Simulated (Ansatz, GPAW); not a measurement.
# Ru: programs and potentials compared

```
CELL_PARAMETERS angstrom
2.70580 0.00000 0.00000
-1.35290 2.34329 0.00000
0.00000 0.00000 4.28190
ATOMIC_POSITIONS crystal
Ru 0.66667 0.33333 0.75000
Ru 0.33333 0.66667 0.25000
```

Alike in all runs: task single point; functional PBE; k mesh 11 × 11 × 6; occupations gaussian, width 0.022 eV; no spin polarisation; no spin-orbit coupling. Pressure is positive in compression and, in plane waves, holds the error of the finite cutoff, which Ansatz's Pulay term estimates and takes out.

```tsv
program and potentials	plane-wave cutoff (eV)	notes	pressure (GPa)
Ansatz, Ansatz PAW	420	Pulay term of +0.07 GPa included	4.51
GPAW, GPAW PAW data sets (gpaw-data 1.2.1)	600	-	3.57
Ansatz, all-electron LAPW, scalar-relativistic	-	-	4.45
```

The pressure spans 3.57 (GPAW, GPAW PAW data sets (gpaw-data 1.2.1)) to 4.51 GPa (Ansatz, Ansatz PAW), with all-electron results at 4.45.

The functional is the same throughout but for its coding, so the spread measures potentials, basis and numerics; runs on potential files found faulty are left out.
